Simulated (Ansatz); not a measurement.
ZnS built on the zincblende prototype, relaxed with r2SCAN in Ansatz. It is cubic, F-43m (No. 216); a = 5.388 Å in the conventional setting, 19.55 Å³ an atom. Around Zn lie 4 S at 2.33 Å; around S lie 4 Zn at 2.33 Å.

The axes x, y and z are those of this cell:
```xyz
2
Lattice="0.0000 2.6941 2.6941 2.6941 0.0000 2.6941 2.6941 2.6941 0.0000" Properties=species:S:1:pos:R:3 pbc="T T T"
Zn    0.0000    0.0000    0.0000
S     1.3470    1.3470    1.3470
```

Unstrained: With PBE the gap is 2.147 eV and direct, at Γ. The r2SCAN gap is direct at Γ: 2.705 eV. The HSE06 gap is direct at Γ: 3.378 eV. Meshes: PBE 8×8×8, r2SCAN 8×8×8, HSE06 6×6×6. Strains are changes of length per length. After each strain the atoms were relaxed again with r2SCAN within the symmetry that the strain leaves, so tilts or polar shifts that break it weren't tested; points keep the names that they have in the unstrained zone. No spin polarisation and no zero-point or thermal motion.

(1) Estimate what uniaxial +1.0 % along z, other directions held does to the gap.

(2) Estimate what uniaxial -1.0 % along z, other directions held does to the gap.

(3) Apply uniaxial -3.0 % along z, other directions held. How far does the gap move, against the unstrained cell?

(4) Estimate what uniaxial -4.0 % along z, other directions held does to the gap.

(5) Estimate what uniaxial +2.0 % along z, other directions held does to the gap.

(6) Estimate what uniaxial +3.0 % along z, other directions held does to the gap.

(7) Estimate what uniaxial -2.0 % along z, other directions held does to the gap.

(8) Apply uniaxial +4.0 % along z, other directions held. How far does the gap move, against the unstrained cell?

(9) Order the strained cells by their HSE06 gap, smallest first.
A. uniaxial -2.0 % along z, other directions held
B. uniaxial -1.0 % along z, other directions held
C. uniaxial -3.0 % along z, other directions held
D. uniaxial +3.0 % along z, other directions held
E. uniaxial +4.0 % along z, other directions held
F. uniaxial +2.0 % along z, other directions held
G. uniaxial -4.0 % along z, other directions held
H. uniaxial +1.0 % along z, other directions held

Results:

(1) PBE: the gap goes from 2.147 to 2.092 eV (-0.055 eV); with r2SCAN the top three valence levels at Γ, degenerate before, become 2+1 from the top over 37 meV. r2SCAN: the gap goes from 2.705 to 2.647 eV (-0.058 eV). HSE06: the gap goes from 3.378 to 3.318 eV (-0.060 eV). The r2SCAN energy rises by 0.6 meV an atom.

(2) PBE: the gap goes from 2.147 to 2.168 eV (+0.021 eV); with r2SCAN the top three valence levels at Γ, degenerate before, become 1+2 from the top over 36 meV. r2SCAN: the gap goes from 2.705 to 2.727 eV (+0.022 eV). HSE06: the gap goes from 3.378 to 3.401 eV (+0.023 eV). The r2SCAN energy rises by 0.7 meV an atom.

(3) PBE: the gap goes from 2.147 to 2.210 eV (+0.063 eV); with r2SCAN the top three valence levels at Γ, degenerate before, become 1+2 from the top over 107 meV. r2SCAN: the gap goes from 2.705 to 2.774 eV (+0.069 eV). HSE06: the gap goes from 3.378 to 3.449 eV (+0.071 eV). The r2SCAN energy rises by 6.2 meV an atom.

(4) PBE: the gap goes from 2.147 to 2.232 eV (+0.085 eV); with r2SCAN the top three valence levels at Γ, degenerate before, become 1+2 from the top over 142 meV. r2SCAN: the gap goes from 2.705 to 2.798 eV (+0.093 eV). HSE06: the gap goes from 3.378 to 3.474 eV (+0.096 eV). The r2SCAN energy rises by 11.0 meV an atom.

(5) PBE: the gap goes from 2.147 to 2.036 eV (-0.111 eV); with r2SCAN the top three valence levels at Γ, degenerate before, become 2+1 from the top over 74 meV. r2SCAN: the gap goes from 2.705 to 2.589 eV (-0.116 eV). HSE06: the gap goes from 3.378 to 3.258 eV (-0.120 eV). The r2SCAN energy rises by 2.5 meV an atom.

(6) PBE: the gap goes from 2.147 to 1.981 eV (-0.166 eV); with r2SCAN the top three valence levels at Γ, degenerate before, become 2+1 from the top over 112 meV. r2SCAN: the gap goes from 2.705 to 2.530 eV (-0.175 eV). HSE06: the gap goes from 3.378 to 3.197 eV (-0.181 eV). The r2SCAN energy rises by 5.6 meV an atom.

(7) PBE: the gap goes from 2.147 to 2.188 eV (+0.041 eV); with r2SCAN the top three valence levels at Γ, degenerate before, become 1+2 from the top over 72 meV. r2SCAN: the gap goes from 2.705 to 2.750 eV (+0.045 eV). HSE06: the gap goes from 3.378 to 3.425 eV (+0.047 eV). The r2SCAN energy rises by 2.8 meV an atom.

(8) PBE: the gap goes from 2.147 to 1.924 eV (-0.223 eV); with r2SCAN the top three valence levels at Γ, degenerate before, become 2+1 from the top over 151 meV. r2SCAN: the gap goes from 2.705 to 2.471 eV (-0.234 eV). HSE06: the gap goes from 3.378 to 3.136 eV (-0.242 eV). The r2SCAN energy rises by 10.0 meV an atom.

(9) E (3.14 eV), D (3.20 eV), F (3.26 eV), H (3.32 eV), B (3.40 eV), A (3.42 eV), C (3.45 eV), G (3.47 eV).

The meshes of the hybrids are coarse, so their gaps aren't converged to the digits shown.

The splittings at Γ are without spin-orbit coupling, which regroups them where it is of like size or larger.
